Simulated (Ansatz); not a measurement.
TaN, DFT, PBE, all-electron PAW with datasets made for the crystal, scalar-relativistic (Ansatz 0.2.0), run on 1 thread of Arm Neoverse V2 on a shared host.

The cell is a database entry far from equilibrium at this level of theory, probably a faulty or high-pressure entry; it serves as a test geometry alone. The listed cell was then made from it by scaling, straining or moving an atom.

Command: `ansatz run input.yaml --threads 1 --pin off --max-ram 4096MiB --backend cpu --events-out ev --progress --plain --runs-dir out`

```yaml
crystal:
  lattice:
    - [3.1110011123, 0.0, 0.0]
    - [-1.5555005562, 2.6942059945, 0.0]
    - [0.0, 0.0, 4.94]
  atoms:
    - { symbol: Ta, position: [0.3333333333, 0.6666666667, 0.0] }
    - { symbol: Ta, position: [0.6666666667, 0.3333333333, 0.5] }
    - { symbol: "N", position: [0.3333333333, 0.6666666667, 0.385] }
    - { symbol: "N", position: [0.6666666667, 0.3333333333, 0.885] }
kpoints:
  mp_grid: { grid: [9, 9, 5] }
scf:
  occupations: { method: fermi_dirac, width: 0.01 }
hamiltonian:
  xc: pbe
  pseudopotentials: { kind: all_electron, datasets: crystal }
output:
  forces: true
  stress: true
  eigenvalues: true
  efg: { contact_densities: true }
```

How large is the problem that the program sets up?

36 irreducible k-points, 1165 plane waves at Γ, 43 bands.

About how long does it take, and how much memory does it use?

39 s of wall time for 9 SCF iterations, with a peak of 0.85 GiB. Times on shared machines scatter by tens of per cent.

And the same cell and mesh by frozen-core PAW, asked for forces, stress, eigenvalues, efg, write_density, write_potential, elf, on the same hardware?

5.2 s, peak memory 0.38 GiB.
